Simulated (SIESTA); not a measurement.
# InSe under changes of volume

One of the cells (29.237 Å³/atom); the others are scaled copies at fixed shape and fractional positions:

```
In Se
1.0
     2.00000    1.15470    8.44000
    -2.00000    1.15470    8.44000
     0.00000   -2.30940    8.44000
In Se
2 2
Direct
  0.88860 0.88860 0.88860
  0.00000 0.00000 0.00000
  0.17190 0.17190 0.17190
  0.38350 0.38350 0.38350
```

| Item | Value |
| --- | --- |
| Program | SIESTA 5.4.2 |
| Functional | LDA |
| Potentials or basis | PseudoDojo 0.4 standard (LDA files) |
| Basis | DZP (energy shift 0.003 Ry; two zetas on semicore shells) |
| Grid cutoff | 500 Ry |
| Energy shift | 0.003 Ry |
| k mesh | 8 × 8 × 8 |
| Occupations | fermi-dirac, width 0.05 eV |
| Spin | no spin polarisation |

```tsv
volume (Å³/atom)	energy over the lowest point (meV/atom)	pressure (GPa)	gap on the mesh (eV)	largest force (eV/Å)
27.483	12.24	3.0	0.38	0.774
28.068	3.76	1.7	0.32	0.671
28.652	0.00	0.4	0.26	0.575
29.237	0.45	-0.6	0.21	0.485
29.822	?	?	?	?
30.406	12.18	-2.5	0.12	0.322
30.991	22.66	-3.2	0.08	0.248
```

Question: What does the run at 29.822 Å³/atom give?

Answer: Energy over the lowest point 4.64 meV/atom; pressure -1.6 GPa; gap on the mesh 0.16 eV; largest force 0.401 eV/Å.

Worked out: A Birch-Murnaghan fit of order 3 (a polynomial in V^(-2/3)) to the other rows has its minimum at 28.88 Å³/atom with B0 = V·E''(V) = 54 GPa and B' = 4.8 at fixed shape and positions, which overstates the stiffness. It gives 4.66 meV/atom at 29.822 Å³/atom, against the run's 4.64, and -dE/dV = -1.6 GPa, against -1.6.

Energies are extrapolated to zero smearing.

Caveats: spin-orbit coupling is left out, which moves the levels of the heavy elements; the basis of atomic orbitals isn't converged, which shifts pressures, moduli and gaps.

A mesh can miss the band edges.
